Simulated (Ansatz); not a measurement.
**Si: from a first guess to the relaxed diamond type**

First guess:

```
CELL_PARAMETERS angstrom
0.00000 2.76113 2.76113
2.76113 0.00000 2.76113
2.76113 2.76113 0.00000
ATOMIC_POSITIONS crystal
Si 0.00000 0.00000 0.00000
Si 0.25000 0.25000 0.25000
```

Method: DFT, PBE, PAW with Ansatz's default frozen-core files, scalar-relativistic in Ansatz 0.2.0.

Cell and atoms relax within the symmetry of the start on a 13×13×13 k mesh with 0.05 eV Fermi–Dirac smearing.

The start is built from a prototype, known or not as a phase of this compound; the cutoff is 420 eV.

(1) What is the pressure of the first guess?

(2) What does it relax to?

(3) How much energy does the relaxation release?

Answers

(1) -2.37 GPa.

(2) a = 5.470 Å, b = 5.470 Å, c = 5.470 Å, α = 90.00°, β = 90.00°, γ = 90.00° (conventional cell), 20.46 Å³ per atom:
Space group Fd-3m:1 (No. 227). a = 5.470 Å, b = 5.470 Å, c = 5.470 Å, α = 90.00°, β = 90.00°, γ = 90.00°
```csv
atom,site,symmetry,x,y,z
Si,8b,-43m,0.0000,0.0000,0.5000
```

(3) 4 meV/atom.
